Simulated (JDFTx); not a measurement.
Set up this calculation in JDFTx 1.7.0 (patched build), as the native input.

```
Task                                    : band structure
Functional                              : r2SCAN
Potentials or basis                     : SG15-PBE-1.2 with smoothed tails
Cutoff                                  : 1361 eV
Density cutoff                          : 10885 eV
k mesh                                  : 9 × 9 × 9
Occupations                             : fermi-dirac, width 0.05 eV
Spin                                    : no spin polarisation
Band ratio of the Davidson solver       : 1.3
Local potential set to -Z/r beyond      : 6 bohr
Bands                                   : 14
Density cutoff over wavefunction cutoff : 8
Max SCF steps                           : 30
SCF threshold on the energy             : 1e-06 Ha
Solver of the electrons                 : minimize
Further solve for the empty bands       : no
Start                                   : density of an earlier self-consistent run, held fixed
Path                                    : G-X-W-K-G-L-U-W-L-K-U-X
```

Crystal: KF (Carobbiite).

```
K F
1.0
     0.00000    2.67185    2.67185
     2.67185    0.00000    2.67185
     2.67185    2.67185    0.00000
K F
1 1
Direct
  0.00000 0.00000 0.00000
  0.50000 0.50000 0.50000
```

One way to write it, as run:

bands.in

```
lattice \
    0.0000000000     5.0490647461     5.0490647461 \
    5.0490647461     0.0000000000     5.0490647461 \
    5.0490647461     5.0490647461     0.0000000000
coords-type Cartesian
ion K      0.0000000000     0.0000000000     0.0000000000 1
ion F      5.0490647461     5.0490647461     5.0490647461 1

ion-species pseudo/K.upf
ion-species pseudo/F.upf
elec-cutoff 50 400
elec-ex-corr mgga-x-r2scan mgga-c-r2scan
elec-smearing Fermi 0.0018374661
elec-n-bands 14
electronic-minimize nIterations 30 energyDiffThreshold 1e-06
davidson-band-ratio 1.3
forces-output-coords Cartesian
include path.kpoints
symmetries none
fix-electron-density run.$VAR

dump-name bands.$VAR
dump End Ecomponents EigStats BandEigs Kpoints Forces
```

path.kpoints

```
kpoint +0.0000000000 +0.0000000000 +0.0000000000 0.020000000000
kpoint +0.0714285714 +0.0000000000 +0.0714285714 0.020000000000
kpoint +0.1428571429 +0.0000000000 +0.1428571429 0.020000000000
kpoint +0.2142857143 +0.0000000000 +0.2142857143 0.020000000000
kpoint +0.2857142857 +0.0000000000 +0.2857142857 0.020000000000
kpoint +0.3571428571 +0.0000000000 +0.3571428571 0.020000000000
kpoint +0.4285714286 +0.0000000000 +0.4285714286 0.020000000000
kpoint +0.5000000000 +0.0000000000 +0.5000000000 0.020000000000
kpoint +0.5000000000 +0.0833333333 +0.5833333333 0.020000000000
kpoint +0.5000000000 +0.1666666667 +0.6666666667 0.020000000000
kpoint +0.5000000000 +0.2500000000 +0.7500000000 0.020000000000
kpoint +0.4375000000 +0.3125000000 +0.7500000000 0.020000000000
kpoint +0.3750000000 +0.3750000000 +0.7500000000 0.020000000000
kpoint +0.3281250000 +0.3281250000 +0.6562500000 0.020000000000
kpoint +0.2812500000 +0.2812500000 +0.5625000000 0.020000000000
kpoint +0.2343750000 +0.2343750000 +0.4687500000 0.020000000000
kpoint +0.1875000000 +0.1875000000 +0.3750000000 0.020000000000
kpoint +0.1406250000 +0.1406250000 +0.2812500000 0.020000000000
kpoint +0.0937500000 +0.0937500000 +0.1875000000 0.020000000000
kpoint +0.0468750000 +0.0468750000 +0.0937500000 0.020000000000
kpoint +0.0000000000 +0.0000000000 +0.0000000000 0.020000000000
kpoint +0.0833333333 +0.0833333333 +0.0833333333 0.020000000000
kpoint +0.1666666667 +0.1666666667 +0.1666666667 0.020000000000
kpoint +0.2500000000 +0.2500000000 +0.2500000000 0.020000000000
kpoint +0.3333333333 +0.3333333333 +0.3333333333 0.020000000000
kpoint +0.4166666667 +0.4166666667 +0.4166666667 0.020000000000
kpoint +0.5000000000 +0.5000000000 +0.5000000000 0.020000000000
kpoint +0.5250000000 +0.4500000000 +0.5250000000 0.020000000000
kpoint +0.5500000000 +0.4000000000 +0.5500000000 0.020000000000
kpoint +0.5750000000 +0.3500000000 +0.5750000000 0.020000000000
kpoint +0.6000000000 +0.3000000000 +0.6000000000 0.020000000000
kpoint +0.6250000000 +0.2500000000 +0.6250000000 0.020000000000
kpoint +0.5625000000 +0.2500000000 +0.6875000000 0.020000000000
kpoint +0.5000000000 +0.2500000000 +0.7500000000 0.020000000000
kpoint +0.5000000000 +0.2916666667 +0.7083333333 0.020000000000
kpoint +0.5000000000 +0.3333333333 +0.6666666667 0.020000000000
kpoint +0.5000000000 +0.3750000000 +0.6250000000 0.020000000000
kpoint +0.5000000000 +0.4166666667 +0.5833333333 0.020000000000
kpoint +0.5000000000 +0.4583333333 +0.5416666667 0.020000000000
kpoint +0.5000000000 +0.5000000000 +0.5000000000 0.020000000000
kpoint +0.4791666667 +0.4791666667 +0.5416666667 0.020000000000
kpoint +0.4583333333 +0.4583333333 +0.5833333333 0.020000000000
kpoint +0.4375000000 +0.4375000000 +0.6250000000 0.020000000000
kpoint +0.4166666667 +0.4166666667 +0.6666666667 0.020000000000
kpoint +0.3958333333 +0.3958333333 +0.7083333333 0.020000000000
kpoint +0.3750000000 +0.3750000000 +0.7500000000 0.020000000000
kpoint +0.6250000000 +0.2500000000 +0.6250000000 0.020000000000
kpoint +0.5833333333 +0.1666666667 +0.5833333333 0.020000000000
kpoint +0.5416666667 +0.0833333333 +0.5416666667 0.020000000000
kpoint +0.5000000000 +0.0000000000 +0.5000000000 0.020000000000
```

Potentials or basis: SG15-PBE-1.2 with smoothed tails.

Run with:

```console
$ jdftx -c 2 -i bands.in -o bands.out
```

Results of the run:

* Band gap along the path: 6.81 eV, direct

It took 110 s on 2 threads of Arm Neoverse V1, on a shared host, peak memory 0.13 GiB.
